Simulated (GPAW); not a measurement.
Crystal: Ti.

```
CELL_PARAMETERS angstrom
2.95000 0.00000 0.00000
-1.47500 2.55477 0.00000
0.00000 0.00000 4.68000
ATOMIC_POSITIONS crystal
Ti 0.66667 0.33333 0.75000
Ti 0.33333 0.66667 0.25000
```

```yaml
Program: GPAW 26.7.0
Task: relaxation of cell and atoms
Functional: r2SCAN
Dispersion: D3(BJ)
Potentials_or_basis: GPAW PAW data sets (gpaw-data 1.2.1)
Cutoff: 600 eV
Basis: pw
k_mesh: 7 × 7 × 4
Occupations: fermi-dirac, width 0.05 eV
Spin: no spin polarisation
```

At the start: pressure -5.0 GPa; volume 17.64 Å³/atom.

Task: Where does the relaxation end?

Result: Over 4 steps the energy falls by 8.8 meV/atom and the volume is 16.90 Å³/atom (-4.2 %); space group P6_3/mmc (No. 194, to 0.05 Å).

The path:
```
step  energy change (eV)  largest force (eV/Å)  pressure (GPa)  volume (Å³)
   1              0.0000                0.0005           -5.05        35.27
   2             -0.0068                0.0003           -4.14        34.98
   3             -0.0152                0.0005           -2.43        34.45
   4             -0.0175                0.0003           -0.14        33.81
```

Final structure:
```
CELL_PARAMETERS angstrom
2.90560 0.00000 0.00000
-1.45280 2.51632 0.00000
0.00000 0.00000 4.62364
ATOMIC_POSITIONS crystal
Ti 0.66667 0.33333 0.74999
Ti 0.33333 0.66667 0.25001
```

Caveat: later steps reuse the first step's grids; the PAW data sets were made with another functional, which shifts forces and pressure a little; pairwise dispersion overbinds metals, which lowers pressure and volume.
